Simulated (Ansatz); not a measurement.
# ZrGe2As4 monolayer in a perpendicular field

Aim: how the ZrGe2As4 monolayer screens a field along its normal, and what the field does to its bands. A positive field points along +c.

Calculated with Ansatz 0.2.0; plane-wave DFT, PBE-D3(BJ), Ansatz PAW.

### 1. Set-up

The cell holds 7 atoms: 4 As, 2 Ge and 1 Zr. Cell: a = 3.730 Å, b = 3.730 Å, c = 50.570 Å, α = 90.0°, β = 90.0°, γ = 120.0°. Vacuum lies along c.

Structure file:

```cif
data_structure
_symmetry_space_group_name_H-M 'P 1'
_symmetry_Int_Tables_number 1
_cell_length_a 3.7300
_cell_length_b 3.7300
_cell_length_c 50.5703
_cell_angle_alpha 90.000
_cell_angle_beta 90.000
_cell_angle_gamma 120.000
_cell_volume 609.32
loop_
_atom_site_label
_atom_site_type_symbol
_atom_site_fract_x
_atom_site_fract_y
_atom_site_fract_z
_atom_site_occupancy
As1 As 0.00000 0.00000 0.40340 1
Ge2 Ge 0.33333 0.66667 0.42046 1
As3 As 0.33333 0.66667 0.46634 1
Zr4 Zr 0.00000 0.00000 0.50000 1
As5 As 0.33333 0.66667 0.53366 1
Ge6 Ge 0.33333 0.66667 0.57954 1
As7 As 0.00000 0.00000 0.59660 1
```

### 2. Relaxation

The starting cell is a guess, so the in-plane lattice and the atoms are relaxed first, with the slab cut off from its images along the normal.

input.yaml reads:

```yaml
crystal:
  lattice:
    - [3.73, 0.0, 0.0]
    - [-1.865, 3.2302747561, 0.0]
    - [0.0, 0.0, 50.5703425596]
  atoms:
    - { symbol: As, position: [0.0, 0.0, 0.4033984934] }
    - { symbol: Ge, position: [0.3333333333, 0.6666666667, 0.4204638049] }
    - { symbol: As, position: [0.3333333333, 0.6666666667, 0.4663404963] }
    - { symbol: Zr, position: [0.0, 0.0, 0.5] }
    - { symbol: As, position: [0.3333333333, 0.6666666667, 0.5336595037] }
    - { symbol: Ge, position: [0.3333333333, 0.6666666667, 0.5795361951] }
    - { symbol: As, position: [0.0, 0.0, 0.5966015066] }
  periodic: [true, true, false]
kpoints:
  mp_grid: { grid: [12, 12, 1] }
hamiltonian:
  xc: pbe
  dispersion: d3bj
scf:
  occupations: { method: fermi_dirac, width: 0.05 }
  convergence: { dr2_threshold: 1.0e-09 }
relax:
  f_tol: 0.004
  max_steps: 90
  cell: {}
output:
  write_potential: true
  write_density: true
  volumetric_format: npy
```

Run with:

```sh
> ansatz run input.yaml --threads 4 --pin off --max-ram 6144MiB --backend cpu --events-out ev --progress --plain --runs-dir out
```

Numbers of over 12 decimals in the logs are rounded to 6 here.

Log:

```text
Warning: relax.cell: scf.convergence.dr2_threshold = 1e-9 eV is looser than the 1.79089305052e-10 eV advised for a relaxation that steers and ends on the stress (1e-10 eV for each atom of the cell: 7, times the square of relax.cell.stress_2d_tol = 0.05 N/m over 19.8 Å (the atoms' height at the walk's start and 5 Å past either face), 2.529e-2 GPa, over a crystal's default 0.05). What an SCF threshold leaves in a stress goes as its square root, and in the free energy as the threshold itself, and one threshold admits the most on a small cell: [figures from the program's tests cut] Set scf.convergence.dr2_threshold to 1.79089305052e-10 eV or tighter. [rest of the remark cut]
Engine: ansatz 0.2.0, x86_64-unknown-linux-gnu
Pseudopotentials: kind: paw
Pseudopotential: As, paw, valence charge 15, recommended cutoff 420 eV (normal), As.paw.azcp
Pseudopotential: Ge, paw, valence charge 14, recommended cutoff 420 eV (normal), Ge.paw.azcp
Pseudopotential: Zr, paw, valence charge 12, recommended cutoff 420 eV (normal), Zr.paw.azcp
Functional definition: PBE
  parameter kappa = 0.804
  parameter beta = 0.066725
  exchange = pbe_x(kappa = kappa, mu = beta*pi^2/3)
  correlation = pbe_c(beta = beta)
Crystal: 7 atoms, lattice volume = 609.318 Å³
Basis set: ecut = 420 eV, 11941 PW (Γ), exchange–correlation on 50×50×720 points (8 copies of the dense FFT grid, shifted against one another)
Bands: 60, of which v1, the nominal top of the filled ones, is band 50 counted from 1 (49 counted from 0)
Symmetry: 12 space group operations
Space group: P-6m2 (ITA 187), of the structure as read, at distance tolerance 8.5e-5 Å
k-points: 19 of 144 (time reversal used)
Non-local potential: As, projectors of the file, l = 0: 2, l = 1: 2, l = 2: 3, l = 3: 1
Non-local potential: Ge, projectors of the file, l = 0: 2, l = 1: 2, l = 2: 3, l = 3: 1
Non-local potential: Zr, projectors of the file, l = 0: 3, l = 1: 2, l = 2: 2, l = 3: 2
PAW form: soft (Blöchl's): semilocal exchange-correlation on the pseudo side does not see the compensation charge
PAW one-centre angular grid: As, 590 points (default); XC on 64 Gauss nodes
PAW one-centre angular grid: Ge, 590 points (default); XC on 64 Gauss nodes
PAW one-centre angular grid: Zr, 590 points (default); XC on 64 Gauss nodes
Initial density: superposition of atomic densities (neutral atoms: chi_scale 0, normalization atom), corrected by the library's trained network
Initial wavefunctions: pseudopotential atomic-orbital guess
Functional: x = pbe(κ = 0.804, μ = 0.219515), c = pbe(β = 0.066725)
SCF iter   1: F=—  HF=-32201.106529 eV  |F-HF|=—  |Δ(HF+E_count)|=         —  Δρ=2.33e-3  dr2=3.04e-1  ethr=1.77e-3  ⟨swp⟩=10.2  Hψ=5440  notcnv=0  defer=18
preconditioner: auto → LDOS  [metal: Δε(μ)=0.006 eV  Ē_g=8.462 eV  σ=0.050 eV  W_gap=0.03  n_scr=86 (ndim 8)  ℏωp=8.5 eV  f_vac=0.734  D(μ)=1.99/eV (n_scr^D=12)  β→1.0]
SCF iter   2: F=—  HF=-32201.105350 eV  |F-HF|=—  |Δ(HF+E_count)|=   1.18e-3  Δρ=1.84e-3  dr2=3.19e-1  ethr=3.04e-4  ⟨swp⟩=4.3  Hψ=2032  notcnv=0  defer=42
SCF iter   3: F=—  HF=-32201.077636 eV  |F-HF|=—  |Δ(HF+E_count)|=   2.77e-2  Δρ=3.49e-4  dr2=6.45e-3  ethr=3.04e-4  ⟨swp⟩=3.7  Hψ=1539  notcnv=0  defer=42
SCF iter   4: F=—  HF=-32201.077311 eV  |F-HF|=—  |Δ(HF+E_count)|=   3.25e-4  Δρ=1.89e-4  dr2=8.69e-4  ethr=6.45e-6  ⟨swp⟩=3.1  Hψ=1824  notcnv=0  defer=37
SCF iter   5: F=—  HF=-32201.077190 eV  |F-HF|=—  |Δ(HF+E_count)|=   1.21e-4  Δρ=5.88e-5  dr2=3.34e-5  ethr=8.69e-7  ⟨swp⟩=3.0  Hψ=1564  notcnv=0  defer=37
SCF iter   6: F=—  HF=-32201.077205 eV  |F-HF|=—  |Δ(HF+E_count)|=   1.51e-5  Δρ=2.25e-5  dr2=6.02e-6  ethr=3.34e-8  ⟨swp⟩=3.0  Hψ=2210  notcnv=0  defer=37
SCF iter   7: F=—  HF=-32201.077231 eV  |F-HF|=—  |Δ(HF+E_count)|=   2.61e-5  Δρ=6.85e-6  dr2=2.80e-7  ethr=6.02e-9  ⟨swp⟩=3.0  Hψ=2125  notcnv=0  defer=37
SCF iter   8: F=—  HF=-32201.077231 eV  |F-HF|=—  |Δ(HF+E_count)|=   3.93e-7  Δρ=2.04e-6  dr2=3.61e-8  ethr=2.80e-10  ⟨swp⟩=3.2  Hψ=2443  notcnv=0  defer=37
SCF iter   9: F=—  HF=-32201.077231 eV  |F-HF|=—  |Δ(HF+E_count)|=   1.11e-8  Δρ=7.49e-7  dr2=3.30e-9  ethr=3.61e-11  ⟨swp⟩=3.0  Hψ=2366  notcnv=0  defer=37
SCF iter  10: F=-32201.077231 eV  HF=-32201.077231 eV  |F-HF|=2.23e-9  |Δ(HF+E_count)|=   1.22e-8  Δρ=2.14e-7  dr2=4.33e-10  ethr=1.00e-12  ⟨swp⟩=11.5  Hψ=8055  notcnv=0
SCF 1 converged in 10 iterations: F = -32201.077231 eV  dr2 = 4.33e-10
  greatest PAW one-centre occupation: 0.999 electrons in one spin orbital (limit 2), on the As atom at site 6 (counted from 0), in its partial waves of l = 2
relax step   1: F+E_penalty+E_count = -32201.07723135 eV  Δ(F+E_penalty+E_count) = +0.000e0 eV  max|allowed force component| = 2.801e0 eV/Å  Δτ_max = 0.0000 Å  P = +7.793 N/m  Ω = 609.318 Å³  fix = [c, alpha, beta]  reactions: c +0.000 N/m  (10 SCF iters, accepted)
Crystal: 7 atoms, lattice volume = 607.919 Å³
Initial density: handed on by an earlier stage of this run
Initial wavefunctions: those handed on with the density
iter 1 solved again at ethr=4.81e-4 eV; its pass at ethr=3.10e-3 eV (dr2=4.81e-1 eV) is discarded
SCF iter   1: F=—  HF=-32202.094274 eV  |F-HF|=—  |Δ(HF+E_count)|=         —  Δρ=7.03e-3  dr2=4.87e-1  ethr=4.81e-4  ⟨swp⟩=3.5  Hψ=5674  notcnv=0
preconditioner: auto → LDOS  [metal: Δε(μ)=0.065 eV  Ē_g=8.262 eV  σ=0.050 eV  W_gap=0.31  n_scr=86 (ndim 8)  ℏωp=8.5 eV  f_vac=0.727  D(μ)=1.69/eV (n_scr^D=10)  β→1.0]
SCF iter   2: F=—  HF=-32202.061786 eV  |F-HF|=—  |Δ(HF+E_count)|=   3.25e-2  Δρ=4.08e-3  dr2=3.14e-1  ethr=4.81e-4  ⟨swp⟩=6.3  Hψ=3036  notcnv=0  defer=1
SCF iter   3: F=—  HF=-32201.985264 eV  |F-HF|=—  |Δ(HF+E_count)|=   7.65e-2  Δρ=8.02e-4  dr2=9.59e-3  ethr=3.14e-4  ⟨swp⟩=4.9  Hψ=2557  notcnv=0  defer=64
SCF iter   4: F=—  HF=-32201.983605 eV  |F-HF|=—  |Δ(HF+E_count)|=   1.66e-3  Δρ=2.05e-4  dr2=5.24e-4  ethr=9.59e-6  ⟨swp⟩=3.1  Hψ=1881  notcnv=0  defer=64
SCF iter   5: F=—  HF=-32201.983702 eV  |F-HF|=—  |Δ(HF+E_count)|=   9.71e-5  Δρ=1.08e-4  dr2=3.95e-4  ethr=5.24e-7  ⟨swp⟩=3.1  Hψ=2219  notcnv=0  defer=64
SCF iter   6: F=—  HF=-32201.983651 eV  |F-HF|=—  |Δ(HF+E_count)|=   5.14e-5  Δρ=3.86e-5  dr2=8.35e-6  ethr=3.95e-7  ⟨swp⟩=2.8  Hψ=1536  notcnv=0  defer=64
SCF iter   7: F=—  HF=-32201.983724 eV  |F-HF|=—  |Δ(HF+E_count)|=   7.33e-5  Δρ=1.86e-5  dr2=4.48e-6  ethr=8.35e-9  ⟨swp⟩=3.8  Hψ=2688  notcnv=0  defer=64
SCF iter   8: F=—  HF=-32201.983725 eV  |F-HF|=—  |Δ(HF+E_count)|=   9.34e-7  Δρ=5.85e-6  dr2=2.43e-7  ethr=4.48e-9  ⟨swp⟩=2.7  Hψ=1711  notcnv=0  defer=64
[...]
SCF iter  10: F=-32202.142585 eV  HF=-32202.142585 eV  |F-HF|=1.96e-9  |Δ(HF+E_count)|=   1.07e-8  Δρ=2.61e-7  dr2=4.46e-10  ethr=1.00e-12  ⟨swp⟩=11.7  Hψ=8235  notcnv=0
SCF 3 converged in 10 iterations: F = -32202.142585 eV  dr2 = 4.46e-10
relax step   3: F+E_penalty+E_count = -32202.14258459 eV  Δ(F+E_penalty+E_count) = -1.589e-1 eV  max|allowed force component| = 8.678e-2 eV/Å  Δτ_max = 0.0900 Å  P = +1.358 N/m  Ω = 626.048 Å³  energy of the carried Pulay correction = -7.240e-4 eV  fix = [c, alpha, beta]  reactions: c +0.000 N/m  (10 SCF iters, accepted)
[...]
relax step   4: F+E_penalty+E_count = -32202.15390214 eV  Δ(F+E_penalty+E_count) = -1.132e-2 eV  max|allowed force component| = 6.108e-2 eV/Å  Δτ_max = 0.0312 Å  P = +0.276 N/m  Ω = 636.522 Å³  energy of the carried Pulay correction = -1.167e-3 eV  fix = [c, alpha, beta]  reactions: c +0.000 N/m  (8 SCF iters, accepted)
[...]
relax step   5: F+E_penalty+E_count = -32202.15456749 eV  Δ(F+E_penalty+E_count) = -6.654e-4 eV  max|allowed force component| = 4.467e-3 eV/Å  Δτ_max = 0.0050 Å  P = -0.010 N/m  Ω = 638.509 Å³  energy of the carried Pulay correction = -1.251e-3 eV  fix = [c, alpha, beta]  reactions: c -0.000 N/m  (7 SCF iters, accepted)
[...]
relax step   6: F+E_penalty+E_count = -32202.15457105 eV  Δ(F+E_penalty+E_count) = -3.560e-6 eV  max|allowed force component| = 7.313e-4 eV/Å  Δτ_max = 0.0004 Å  P = -0.001 N/m  Ω = 638.469 Å³  energy of the carried Pulay correction = -1.249e-3 eV  fix = [c, alpha, beta]  reactions: c -0.000 N/m  (5 SCF iters, accepted)
Basis set: ecut = 420 eV, 12481 PW (Γ), exchange–correlation on 54×54×720 points (8 copies of the dense FFT grid, shifted against one another)
Initial wavefunctions: pseudopotential atomic-orbital guess (no wavefunctions were taken with the density)
iter 1 solved again at ethr=3.30e-7 eV; its pass at ethr=3.10e-3 eV (dr2=3.30e-4 eV) is discarded
SCF iter   1: F=—  HF=-32202.128251 eV  |F-HF|=—  |Δ(HF+E_count)|=         —  Δρ=3.78e-4  dr2=2.87e-5  ethr=3.30e-7  ⟨swp⟩=6.4  Hψ=9862  notcnv=0
preconditioner: auto → LDOS  [metal: Δε(μ)=0.110 eV  Ē_g=8.031 eV  σ=0.050 eV  W_gap=0.50  n_scr=98 (ndim 8)  ℏωp=8.3 eV  f_vac=0.727  D(μ)=1.18/eV (n_scr^D=8)  β→1.0]
SCF iter   2: F=—  HF=-32202.155918 eV  |F-HF|=—  |Δ(HF+E_count)|=   2.77e-2  Δρ=2.41e-5  dr2=5.07e-5  ethr=2.87e-8  ⟨swp⟩=5.3  Hψ=2980  notcnv=0
SCF iter   3: F=—  HF=-32202.155915 eV  |F-HF|=—  |Δ(HF+E_count)|=   3.66e-6  Δρ=2.75e-5  dr2=3.45e-5  ethr=2.87e-8  ⟨swp⟩=2.6  Hψ=1664  notcnv=0
SCF iter   4: F=—  HF=-32202.155866 eV  |F-HF|=—  |Δ(HF+E_count)|=   4.86e-5  Δρ=9.26e-6  dr2=1.56e-6  ethr=2.87e-8  ⟨swp⟩=2.4  Hψ=1401  notcnv=0
SCF iter   5: F=—  HF=-32202.155928 eV  |F-HF|=—  |Δ(HF+E_count)|=   6.22e-5  Δρ=4.10e-6  dr2=4.07e-7  ethr=1.56e-9  ⟨swp⟩=3.2  Hψ=2293  notcnv=0  defer=1
SCF iter   6: F=—  HF=-32202.155935 eV  |F-HF|=—  |Δ(HF+E_count)|=   6.96e-6  Δρ=8.40e-7  dr2=1.63e-8  ethr=4.07e-10  ⟨swp⟩=3.1  Hψ=2165  notcnv=0  defer=2
SCF iter   7: F=-32202.155936 eV  HF=-32202.155935 eV  |F-HF|=2.20e-8  |Δ(HF+E_count)|=   3.71e-7  Δρ=2.43e-7  dr2=3.97e-10  ethr=1.00e-12  ⟨swp⟩=14.8  Hψ=9927  notcnv=0
SCF 7 converged in 7 iterations: F = -32202.155936 eV  dr2 = 3.97e-10
relax step   7: F+E_penalty+E_count = -32202.15593551 eV  Δ(F+E_penalty+E_count) = -1.364e-3 eV  max|allowed force component| = 7.849e-4 eV/Å  Δτ_max = 0.0000 Å  P = +0.009 N/m  Ω = 638.469 Å³  fix = [c, alpha, beta]  reactions: c +0.000 N/m  stress off target by 8.51e-3 N/m on what of the cell is left free  SCF on the basis re-selected at this cell (its energy is not comparable with the rows above)  (7 SCF iters)
basis re-selected at this cell: Δ(F+E_penalty+E_count) = -1.364e-3 eV, ΔP = +0.010 N/m vs the last step (what re-selecting the basis moved, of the pressure what is left beyond the Pulay correction that the steps carried, after the strain that the cell walked since its last selection, with what the two solves' SCF thresholds leave and, on support functions, any second-order correction that the steps lacked; it is no measure of the basis error at this ecutwfc). The dense FFT grid was sized anew with the basis: this SCF ran on 27×27×360 points, the steps before it on 25×25×360, so part of this shift can come from that change (see relax.cell in the input reference). [rest of the remark cut]
WARN: The output density's exchange-correlation potential varies sharply where the density is thin. Do not read a vacuum level from v_tot or v_xc, or from such a field of the output density. On a cell that repeats whose density bears no net charge and no dipole along the vacuum's axis use v_es (v_loc + v_h of the components); under efield.dipole_correction with no amplitude use v_es + v_field, which holds any externa [...]
SCF converged after 7 iterations
Free energy (F): -32202.155936 eV
Harris-Foulkes:  -32202.155935 eV  (|F-HF|=2.20e-8)
Internal energy: -32202.146016 eV  (E = F + TS)
E sigma→0 (E₀):  -32202.150976 eV
Entropy (-TS):   -0.009919 eV (-1.417 meV/atom)
Fermi energy:    -5.053781 eV
--- Per-component energies (eV) ---
  E_band       = -2807.907068
  E_kinetic    = 968.350084
  E_local      = -619499.983885  (includes V_loc(G=0)·N_el)
  E_nonlocal   = -1766.178720
  E_hartree    = 308951.823463
  E_xc         = -629.657244
  E_vxc        = -636.987566  (∫ρ·V_xc dr)
  E_paw        = -14333.875503  (= ΣΔE_a)
  E_vpaw       = 223.243004  (= ΣTr[D̂ρ^β])
  E_aug_tail   = 0.000637  (compensation charges beyond the density's cutoff)
  E_ewald      = 294109.600752
  E_disp       = -2.225600  (pairwise vdW)
  E_smearing   = -0.009919  (= −TS)
  E_closure    = -0.000000  (closes the sum)
  Σ components = -32202.155936   (vs F -32202.155936, Δ=0.00e0)
--- Forces (eV/Å), atoms counted from 1 ---
  atom   1  As    -0.00000000     0.00000000     0.00023814
  atom   2  Ge    -0.00000000     0.00000000    -0.00070136
  atom   3  As     0.00000000     0.00000000     0.00078486
  atom   4  Zr     0.00000000     0.00000000    -0.00000000
  atom   5  As     0.00000000     0.00000000    -0.00078486
  atom   6  Ge     0.00000000     0.00000000     0.00070136
  atom   7  As     0.00000000     0.00000000    -0.00023814
  max |Σ_I F_I| component: 8.99e-16 eV/Å
--- 2D stress c σ (N/m, compression-positive) ---
        0.008510       0.000000       0.000000
        0.000000       0.008510       0.000000
        0.000000       0.000000       0.000000
  P = ½ c Tr σ = 0.0085 N/m
--- Band table (eV; the first three rows and the last of 19) ---
  k-point 0: bands = [... 46 lower, -5.5898, -5.5898, -5.0001, -5.0001, -4.3977, -3.8509, -3.3705, -1.9952, ... 6 higher]
  k-point 1: bands = [... 46 lower, -5.7323, -5.7267, -5.1629, -5.1228, -4.1742, -3.1988, -3.0264, -2.1041, ... 6 higher]
  k-point 2: bands = [... 46 lower, -5.9053, -5.8921, -5.5307, -5.4162, -4.2562, -2.9709, -2.9698, -2.0370, ... 6 higher]
  k-point 18: bands = [... 46 lower, -7.3191, -7.1643, -6.3150, -5.5094, -3.7557, -3.6643, -2.8247, -2.4958, ... 6 higher]
  the weakly bound empty levels are not read free of the cell's end (no_gap_told)
--- Relaxed structure (6 steps of the walk, 6 accepted, 1 SCFs on fresh bases) ---
  F+E_penalty+E_count = -32202.15593551 eV   max|allowed force component| = 7.849e-4 eV/Å   (the final SCF, on the basis selected at the relaxed cell)
  cell:  # Å, volume = 638.4690 Å³
    - [3.818182, 0, 0]
    - [-1.909091, 3.306643, 0]
    - [0, 0, 50.5703425596]
  atoms:
    - { symbol: As, position: [1.1644573978564894e-17, -5.135725556199063e-17, 0.399129] }
    - { symbol: Ge, position: [0.333333, 0.666667, 0.421373] }
    - { symbol: As, position: [0.333333, 0.666667, 0.469234] }
    - { symbol: Zr, position: [1.0573552618554993e-17, -5.135725556199063e-17, 0.5] }
    - { symbol: As, position: [0.333333, 0.666667, 0.530766] }
    - { symbol: Ge, position: [0.333333, 0.666667, 0.578627] }
    - { symbol: As, position: [9.502531258545087e-18, -5.135725556199063e-17, 0.600871] }
```

It took 75 s on 4 threads of AMD EPYC 9R14 (Zen 4), shared host; peak memory 1.5 GiB; 4.9 min of CPU time.

Relaxation path:

| step | energy less that of the first step (eV) | largest force component (eV/Å) | volume (Å³) |
| --- | --- | --- | --- |
| 1 | 0.0000 | 2.8008 | 609.32 |
| 2 | -0.9065 | 0.9190 | 607.92 |
| 3 | -1.0654 | 0.0868 | 626.05 |
| 4 | -1.0767 | 0.0611 | 636.52 |
| 5 | -1.0773 | 0.0045 | 638.51 |
| 6 | -1.0773 | 0.0007 | 638.47 |
| 7* | -1.0787 | 0.0008 | 638.47 |

Relaxation steps marked * repeat the geometry before them on a plane-wave basis chosen anew for their cell, so energy and pressure can jump there.

Forces are held to the 12 operations that the run works with; a distortion that breaks them can't arise in this run.

| cell as run | before | after | change |
| --- | --- | --- | --- |
| a (Å) | 3.730 | 3.818 | +2.4 % |
| b (Å) | 3.730 | 3.818 | +2.4 % |

The atoms that moved most (Å, along periodic axes as changes of fractional coordinates times the final cell, across vacuum about the mean position):

| atom | dx | dy | dz | length |
| --- | --- | --- | --- | --- |
| As7 | 0.000 | 0.000 | 0.216 | 0.216 |
| As1 | 0.000 | 0.000 | -0.216 | 0.216 |
| As3 | 0.000 | 0.000 | 0.146 | 0.146 |
| As5 | 0.000 | 0.000 | -0.146 | 0.146 |
| Ge2 | 0.000 | 0.000 | 0.046 | 0.046 |
| Ge6 | 0.000 | 0.000 | -0.046 | 0.046 |

Numbers from this step:

```
energy at zero smearing : -32202.1510 eV
```

The lattice constant a goes from 3.730 to 3.818 Å.

[end of part 1 of 2]

[Logs are printed without paths, hosts, clocks, repeated set-up lines and the standing remarks that a program may print on its own settings, such as how far it seeks lower states.]

[Hosts, paths, dates, database ids (printed as entryN), source tags and the programs' standing remarks are cut or masked in the printed files.]

[Maps of the electrostatic potential energy from Ansatz leave out the sawtooth potential of an applied field or a dipole correction, so their vacuum need not be flat; planar profiles and work functions include it.]
